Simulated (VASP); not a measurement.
Wanted: the native input for a VASP 6.6.1 run.

```yaml
Task: single point
Functional: PBE
Potentials_or_basis: VASP PAW PBE potentials, release 64 (Ga_d)
Cutoff: 520 eV
k_mesh: 18 × 18 × 18
Occupations: gaussian, width 0.05 eV
Spin: no spin polarisation
Dipole_correction: no
Further_INCAR_settings: ALGO = Normal; EDIFF = 1e-06; NBANDS = 12
```

The structure of Ga lies in POSCAR:

```
Ga
1.0
   -1.6947575262      1.6947575262      1.6947575262
    1.6947575262     -1.6947575262      1.6947575262
    1.6947575262      1.6947575262     -1.6947575262
Ga
1
Direct
    0.0000000000      0.0000000000      0.0000000000
```

The cell was built by a generator and needn't be a form met in nature.

One way to write it, as run:

INCAR

```
SYSTEM = Ga
PREC = Accurate
ENCUT = 520
EDIFF = 1E-6
ISMEAR = 0
SIGMA = 0.05
LREAL = .FALSE.
LASPH = .TRUE.
NELM = 80
ALGO = Normal
ISIF = 2
LWAVE = .FALSE.
LCHARG = .FALSE.
GGA = PE
NBANDS = 12
```

KPOINTS

```
regular mesh
0
G
  18 18 18
  0 0 0
```

Potentials or basis: VASP PAW PBE potentials, release 64 (Ga_d).

Run with:

```console
$ cat potpaw_PBE.64/Ga_d/POTCAR > POTCAR
$ mpirun -np 1 vasp_std > vasp.out
```

It gave:

```
Pressure               : -0.6 GPa
Band gap on the k mesh : none (metal or under the smearing width)
```

Wall time 21 s on 1 thread of AMD EPYC 9R45 96-Core Processor (Zen 5) (shared host), peak memory 0.14 GiB.
